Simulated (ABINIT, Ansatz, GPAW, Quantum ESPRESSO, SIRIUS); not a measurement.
**One calculation of Ge, 6 ways**

```
Ge
1.0
     1.36702   -2.63255    0.01333
     1.36007    2.62881    0.00776
     0.02036   -0.00289    2.73319
Ge
1
Cartesian
  1.4077 -0.0092 -0.0083
```

This isn't the form of Ge at room conditions, which is diamond.

The given cell was strained at random by a few per cent at fixed volume.

Alike in all runs: task single point; functional PBEsol; k mesh 11 × 11 × 10; occupations fermi-dirac, width 0.05 eV; no spin polarisation; no spin-orbit coupling. Pressure is positive in compression and, in plane waves, holds the error of the finite cutoff, which Ansatz's Pulay term estimates and takes out.

```
                                        program and potentials  plane-wave cutoff (eV)                                                                                                                            notes  pressure (GPa)  energy over the undisturbed cell (meV/atom)
                                            Ansatz, Ansatz PAW                     420  potentials made for PBE, which Ansatz adapts in part; 14 valence electrons an atom on average; Pulay term of +0.03 GPa included           -3.65                                        12.65
                Ansatz, all-electron LAPW, scalar-relativistic                       -                                                                                                                                -           -3.62                                            -
             GPAW, PAW data sets generated for this functional                     600                                                                                           4 valence electrons an atom on average           -3.83                                        12.75
               ABINIT, PseudoDojo NC SR PBEsol v0.4.1 standard                    1061                                                                                          14 valence electrons an atom on average           -3.63                                        12.69
                             Quantum ESPRESSO, GBRV 1.5 PBEsol                     612                                                                                          14 valence electrons an atom on average           -3.86                                        12.65
SIRIUS, PseudoDojo 0.4.1 PBEsol standard (scalar relativistic)                    1078                                                                                          14 valence electrons an atom on average           -3.61                                        12.69
```

The pressure spans -3.86 (Quantum ESPRESSO, GBRV 1.5 PBEsol) to -3.61 GPa (SIRIUS, PseudoDojo 0.4.1 PBEsol standard (scalar relativistic)), with all-electron results at -3.62.

Differences between rows come from potentials, basis sets and numerical settings, since the functional is the same but for its coding. Runs on potential files found faulty are left out.
